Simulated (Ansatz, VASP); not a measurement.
Two plane-wave programs on BaH4

```xyz
5
Lattice="-2.0034 2.0034 5.0534 2.0034 -2.0034 5.0534 2.0034 2.0034 -5.0534" Properties=species:S:1:pos:R:3 pbc="T T T"
Ba    0.0000    0.0000    0.0000
H     2.0034    0.0000    2.5267
H     0.0000    2.0034    2.5267
H     0.0000    0.0000    3.8705
H     0.0000    0.0000    6.2363
```

Change from the starting cell: species swapped into the SrAl4 type (I4/mmm, No. 139).

Alike in both runs: task relaxation of cell and atoms; functional PBE; k mesh 6 × 6 × 6; occupations gaussian, width 0.1 eV; no spin polarisation.

```csv
,VASP,Ansatz
version,VASP 6.6.1,Ansatz 0.2.0
potentials or method,"VASP PAW PBE potentials, release 64 (Ba_sv, H)","scalar-relativistic, plane waves, PAW"
plane-wave cutoff (eV),600,420
valence electrons in the cell,14,14
```

|  | VASP | Ansatz | Ansatz less VASP |
| --- | --- | --- | --- |
| gap on the k mesh at the Fermi level, each at its own relaxed structure (eV) | 2.23 | 2.37 | +0.132 |
| relaxed volume (Å³/atom) | 13.05 | 12.81 | -0.243 |
| relaxed cell length with the largest relative difference (Å) | 4.595 | 4.574 | -0.0213 |
| energy change over the relaxation (meV/atom) | -898 | -903 | -4.7 |

Caveats: the volume moved by over 15 % at a fixed basis, so the end points are rough (VASP); spin-orbit coupling is left out, which moves the levels of the heavy elements. A k mesh can miss the band edges.
